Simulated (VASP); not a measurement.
CaF2:

```
CELL_PARAMETERS angstrom
0.00000 2.62056 2.62056
2.62056 0.00000 2.62056
2.62056 2.62056 0.00000
ATOMIC_POSITIONS crystal
Ca 0.00000 0.00000 0.00000
F 0.25000 0.25000 0.25000
F 0.75000 0.75000 0.75000
```

The cell comes from a database or a generator and needn't be the stable form of this composition.

The cell isn't the ideal one: cell and atoms relaxed from a first guess.

| Item | Value |
| --- | --- |
| Program | VASP 6.6.1 |
| Task | relaxation of cell and atoms |
| Functional | PBE |
| Potentials or basis | VASP PAW PBE potentials, release 64 (Ca_sv, F) |
| Cutoff | 600 eV |
| k mesh | 12 × 12 × 12 |
| Occupations | fermi-dirac, width 0.03 eV |
| Spin | no spin polarisation |

At the start: pressure 16.9 GPa; volume 12.00 Å³/atom.

How do energy, volume and symmetry change on relaxing?

Over 5 steps the energy falls by 91.3 meV/atom and the volume is 14.00 Å³/atom (+16.7 %); space group Fm-3m (No. 225, to 0.05 Å).

Step by step:
```csv
step,energy change (eV),largest force (eV/Å),pressure (GPa),volume (Å³)
1,0.0000,0.0000,16.87,35.99
2,-0.2681,0.0000,-1.76,42.98
3,-0.2738,0.0000,0.11,41.92
4,-0.2738,0.0000,-0.09,42.05
5,-0.2738,0.0000,-0.05,42.00
```

Final structure:
```
Ca F
1.0
     0.00000    2.75894    2.75894
     2.75894    0.00000    2.75894
     2.75894    2.75894    0.00000
Ca F
1 2
Direct
  0.00000 0.00000 0.00000
  0.25000 0.25000 0.25000
  0.75000 0.75000 0.75000
```

Caveat: the volume moved by over 15 % at a fixed basis, so the end points are rough.
